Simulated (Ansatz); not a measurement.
Runs of Ansatz 0.2.0 on Nb. It takes space group Pm-3m (No. 221, cubic). Conventional cell: a = 2.720 Å, b = 2.720 Å, c = 2.720 Å, α = 90.00°, β = 90.00°, γ = 90.00°. Nb (site symmetry m-3m) has 6 Nb at 2.72 Å as nearest neighbours. The cell was built by a generator and needn't be a form met in nature.

```csv
task,level,cell,k mesh,cutoff (eV),points for each segment of the path,mesh quality,gap on the mesh (eV),relaxed volume (Å³/atom)
relaxation of cell and atoms,PBE0,relaxed,5 × 5 × 5,420,-,coarse,none,20.42
single point,r2SCAN50,as given,5 × 5 × 5,500,-,coarse,none,-
relaxation of cell and atoms,PBEsol0,relaxed,5 × 5 × 5,420,-,coarse,none,19.86
single point,PBEsol0,as given,5 × 5 × 5,420,-,coarse,none,-
relaxation of cell and atoms,LDA,relaxed,7 × 7 × 7,420,-,not flagged,none,(a)
relaxation of cell and atoms,B3LYP,relaxed,5 × 5 × 5,420,-,coarse,none,21.77
band structure,HSE06,as given,5 × 5 × 5,420,4,coarse,none,-
single point,HF,as given,5 × 5 × 5,420,-,coarse,none,-
```

Alike in all rows: potentials or basis Ansatz PAW; no spin polarisation; smearing fermi-dirac 0.05 eV.

Task: Estimate the missing entries.

Result: (a) 18.92.

Caveats: some runs use coarse meshes; the PAW data sets come from PBE, with cores solved anew for the run's functional, which leaves a small shift of forces and pressure; the plane-wave basis is chosen anew once the cell has moved, so the energies of steps on either side of that aren't comparable (some runs); the potentials were made for another functional, which shifts forces and pressure (some runs).

A k mesh can miss the band edges, and the runs leave out spin-orbit coupling on Nb.

A gap of «none» marks a metal or a gap under the smearing width.

Not every run made on this cell is shown here.
